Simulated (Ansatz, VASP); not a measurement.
# One calculation of AlN, two programs

```
Al N
1.0
     0.00000    2.00585    2.00585
     2.00585    0.00000    2.00585
     2.00585    2.00585    0.00000
Al N
1 1
Direct
  0.00000 0.00000 0.00000
  0.50000 0.50000 0.50000
```

Alike in both runs: functional PBE; k mesh 8 × 8 × 8; no spin polarisation.

Ansatz relaxed the structure, and its values are those at the end. VASP's run is a single point on that final structure, the one shown.

|  | VASP | Ansatz |
| --- | --- | --- |
| version | VASP 6.6.1 | Ansatz 0.2.0 |
| potentials or method | VASP PAW PBE potentials, release 64 (Al, N) | scalar-relativistic, plane waves, PAW |
| plane-wave cutoff (eV) | 520 | 520 |
| occupations | gaussian, width 0.01 eV | fixed |
| valence electrons in the cell | 8 | 8 |

```csv
,VASP,Ansatz,Ansatz less VASP
gap on the k mesh at the Fermi level (eV),4.83,4.86,+0.023
least direct gap on the mesh (eV),6.02,6.01,-0.013
pressure (GPa),11.7,12.0,+0.31
```

A k mesh can miss the band edges. A hybrid or GW would open this gap; PBE tends to underestimate it.
